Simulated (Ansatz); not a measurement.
Input and command of a plane-wave DFT calculation in Ansatz:

```yaml
crystal:
  lattice:
    - [3.5955298127, 0.0, 0.0]
    - [0.0, 3.5955298127, 0.0]
    - [0.0, 0.0, 3.5955298127]
  atoms:
    - { symbol: In, position: [0.0, 0.0, 0.0] }
    - { symbol: Se, position: [0.5, 0.5, 0.5] }
basis:
  ecutwfc: 500
kpoints:
  mp_grid: { grid: [16, 16, 16] }
hamiltonian:
  xc: r2scan
scf:
  occupations: { method: gaussian, width: 0.1 }
output:
  forces: true
  stress: true
  eigenvalues: true
relax:
  adjacent_minimum: "off"
  f_tol: 0.01
  max_steps: 80
  cell: { stress_tol: 0.05 }
```

```bash
ansatz run input.yaml --threads 1 --pin off --max-ram 3072MiB --backend cpu --events-out ev --progress --plain --runs-dir out
```

Processor: Arm Neoverse V2, 1 thread, on a host shared with other jobs.

**Question.** How long does it run, and how much memory does it take?

**Answer.** About 66 s on 1 thread of Arm Neoverse V2, on a shared host, peak memory 0.54 GiB. It solves 19 bands at 165 k points (the mesh reduced by the symmetry that the task leaves, which can be less than the crystal's) with about 1213 plane waves (on the last cell), in 17 SCF iterations over 3 ionic steps.
